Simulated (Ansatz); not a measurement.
**How far is this LiH from the hull?**

All numbers below come from DFT PBE, scalar-relativistic, plane waves, PAW (Ansatz 0.2.0). Settings: cutoff 420 eV, Γ-centred meshes spaced at most about 0.3 Å⁻¹ (2π included), Gaussian smearing. No spin polarisation.

Energies over the elements count from the elements' standard structures at the same level (H₂ as a molecule), with no fitted energy shifts.

All energies are static (0 K, no zero-point motion). No dispersion correction is applied, so the spacing and binding between layers, chains or molecules are poorly described (P4/mmm), and this can change margins and order among such cells. With hydrogen, zero-point motion can shift formation energies by some tens of meV/atom.

The competitors are the elements and 1 reference phase of this chemical system (from databases or known types: LiH), relaxed at the same level; other known phases may be missing.

The candidate was reached from: random cell.

```
Li H
1.0
     2.69062    0.00000    0.00000
     0.00000    2.69062    0.00000
     0.00000    0.00000    4.35998
Li H
1 1
Direct
  0.00000 0.00000 0.00000
  0.50000 0.50000 0.00000
```

**Question.** Is it stable, and against what?

**Answer.** Not the lowest form: another structure of the same formula lies lower. Its formation energy is -0.241 eV/atom. The lowest competing phase at this composition is this:

```tsv
phase	space group	source	share of atoms	ΔE_f (eV/atom)
LiH	Fm-3m (No. 225)	textbook type	1.0000	-0.417
```

The candidate lies 176 meV/atom above this phase (175 meV/atom from unrounded values). The candidate matches no cell in the subsets of the Crystallography Open Database and the Materials Project at hand. It is metastable at best. Whether it is a true minimum wasn't tested by phonons.
